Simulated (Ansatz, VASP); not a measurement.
One calculation of FePt (Tetraferroplatinum), two programs

```
Pt Fe
1.0
     2.66790    0.00000    0.00000
     0.00000    2.66790    0.00000
     0.00000    0.00000    3.64406
Pt Fe
1 1
Direct
  0.50000 0.50000 0.50000
  0.00000 0.00000 0.00000
```

Change from the starting cell: volume scaled by 0.94.

Alike in both runs: task single point; functional PBE; k mesh 10 × 10 × 7; occupations fermi-dirac, width 0.05 eV; collinear spin, ferromagnetic start.

```csv
,VASP,Ansatz
version,VASP 6.6.1,Ansatz 0.2.0
potentials or method,"VASP PAW PBE potentials, release 64 (Pt, Fe)",Ansatz PAW
plane-wave cutoff (eV),520,420
valence electrons in the cell,18,34
```

```tsv
	VASP	Ansatz	Ansatz less VASP
gap on the k mesh at the Fermi level (eV)	none	none	-
pressure (GPa)	18.9	19.4	+0.50
largest component of the traceless stress (GPa)	0.27	0.22	-0.051
net moment per atom (μB)	1.60	1.60	+0.001
size of the moment on the site where the two differ most (μB)	0.34	0.40	+0.061
```

Site moments also hang on the region over which each program counts them. A gap of «none» marks a metal or a gap that the smearing closes. The two sets of potentials don't hold the same shells in valence.

Spin-orbit coupling is left out, which matters for the levels of Pt.
